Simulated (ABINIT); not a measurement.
## Cu: single point with PBE

Crystal: Cu.

```
CELL_PARAMETERS angstrom
1.21846 -3.97638 0.00000
1.21846 3.97638 0.00000
0.00000 0.00000 2.47550
ATOMIC_POSITIONS crystal
Cu 0.86613 0.13387 0.75000
Cu 0.13387 0.86613 0.25000
```

This isn't the form of Cu at room conditions, which is fcc.

* Program: ABINIT 10.8.3 (patched build)
* Task: single point
* Functional: PBE
* Potentials or basis: Ansatz NC PBE
* Cutoff: 1252 eV
* k mesh: 11 × 11 × 11
* Occupations: fermi-dirac, width 0.05 eV
* Spin: no spin polarisation

| Property | Result |
| --- | --- |
| Pressure | 6.6 GPa |
| Largest force | 0.048 eV/Å |
| Band gap on the k mesh | none (metal or under the smearing width) |
| Valence electrons inside the program's atomic spheres | Cu 17.38 (radii [1.0584] Å) |

Forces in eV/Å, atoms in the order of the input:
```
Cu   0.000 -0.048  0.000
Cu   0.000  0.048  0.000
```

Stress tensor (GPa, compression positive):
```
6.63 0.00 0.00
0.00 6.08 0.00
0.00 0.00 7.14
```

Levels at points of the mesh, in eV from the Fermi level:
| k point | band 15 | band 16 | band 17 | band 18 | band 19 | band 20 | band 21 | band 22 | band 23 |
| --- | --- | --- | --- | --- | --- | --- | --- | --- | --- |
| (0.00, 0.00, 0.00) | -2.31 | -2.00 | -1.80 | -1.66 | -1.42 | -0.12 | 4.77 | 14.70 | 18.35 |

Wall time 8.1 min on 1 thread of Arm Neoverse V1, on a shared host, peak memory 0.25 GiB.
